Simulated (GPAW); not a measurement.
# Calculated records

```xyz
2
Lattice="3.220 0.000 0.000 -1.610 2.789 0.000 0.000 0.000 12.200" Properties=species:S:1:pos:R:3 subject="P (buckled honeycomb monolayer): G0W0 with GPAW, start to end" method="DFT, LDA, plane waves, PAW (and 1 further level or step)" program="GPAW 26.7.0" settings="cutoff 450 eV, GPAW PAW setups 1.2.1 data release, 12×12×1 k-mesh, nbands 258" cost="4 runs, 3.4 min in all on 4 MPI ranks of Arm Neoverse V1, shared host" notes="The structure was relaxed with LDA." lda_gap="1.84 eV, indirect" g0w0_gap_on_the_mesh="2.97 eV" gw_settings="12×12×1 mesh, 115 bands, screening to 60 eV, full frequency, Hilbert transform" known_limits="short of the basis limit"
P     0.000    1.859    5.479
P     1.610    0.930    6.721
```

[Long decimals in the printed logs are rounded to 6 places.]

[Logs are printed without paths, hosts, clocks, repeated set-up lines and the standing remarks that a program may print on its own settings, such as how far it seeks lower states.]

[Paths, hosts, dates, memory and timing lines, banners, echoed tables and standing remarks are left out of the program output; an Ansatz launch command may be rebuilt from the run's recorded settings. Measured values are a selection of at most five: reports struck by readers or far from the other reports are left out. None is set beside runs whose start may be inverted or whose files or cutoffs have a known fault.]

[Runs of the session that timed out or met a known fault of the program may be left out.]

[Hosts, paths, dates, database ids (printed as entryN), source tags and the programs' standing remarks are cut or masked in the printed files.]

[Where the starting crystal was built by hand or by swapping elements, it need not be the compound's stable phase.]
